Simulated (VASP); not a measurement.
Runs of VASP 6.6.1 on LiH. All rows change the cell; the cell of one of them follows. It takes space group I-4m2 (No. 119, tetragonal). The conventional cell has a = 3.160 Å, b = 3.160 Å, c = 4.290 Å, α = 90.00°, β = 90.00°, γ = 90.00°. Li (site symmetry -4m2) has 4 H at 1.91 Å as nearest neighbours. H (site symmetry -4m2) has 4 Li at 1.91 Å as nearest neighbours. The cell was built by a generator and needn't be a form met in nature.

| level | cell | k mesh | smearing | exchange at q = 0 | grid for exact exchange (PRECFOCK) | screening parameter | gap on the mesh (eV) |
| --- | --- | --- | --- | --- | --- | --- | --- |
| PBE | biaxial_xy strain +4.2% | 10 × 10 × 10 | fermi-dirac 0.02 eV | - | - | - | 4.03 |
| PBE | uniaxial_z strain +3.3% | 10 × 10 × 10 | fermi-dirac 0.02 eV | - | - | - | 4.13 |
| r2SCAN | biaxial_xy strain +4.2% | 10 × 10 × 10 | gaussian 0.01 eV | - | - | - | (a) |
| HSE06 | biaxial_xy strain +4.2% | 8 × 8 × 8 | gaussian 0.01 eV | truncated | Normal | 0.2079 1/A | 5.08 |

Alike in all rows: task single point; potentials or basis VASP PAW PBE potentials, release 64 (Li_sv, H); no spin polarisation; cutoff (eV) 520.

Q: Estimate the missing entries.

A: (a) 4.60.

A k mesh can miss the band edges.
